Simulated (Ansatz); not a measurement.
## ZrC in Ansatz: the effect of target pressure

Crystal: ZrC.

```
Zr C
1.0
     0.00000    2.36500    2.36500
     2.36500    0.00000    2.36500
     2.36500    2.36500    0.00000
Zr C
1 1
Direct
  0.50000 0.50000 0.50000
  0.00000 0.00000 0.00000
```

Alike in all runs:

| Quantity | Value |
| --- | --- |
| Program | Ansatz 0.2.0 |
| Task | relaxation of cell and atoms |
| Functional | PBEsol |
| Potentials or basis | all-electron LAPW, scalar-relativistic |
| Basis error allowed | 0.001 eV/atom |
| k mesh | 10 × 10 × 10 |
| Occupations | fermi-dirac, width 0.05 eV |
| Spin | no spin polarisation |

Each run relaxes the cell or the atoms first.

Problem. One run gave: relaxed volume 11.83 Å³/atom. Which target pressure did it use?
A. 10 GPa
B. 5 GPa
C. 30 GPa
D. 20 GPa
E. 0 GPa

Solution. D.

```tsv
target pressure	relaxed volume (Å³/atom)
0 GPa	12.73
5 GPa	12.47
10 GPa	12.24
20 GPa	11.83
30 GPa	11.47
```
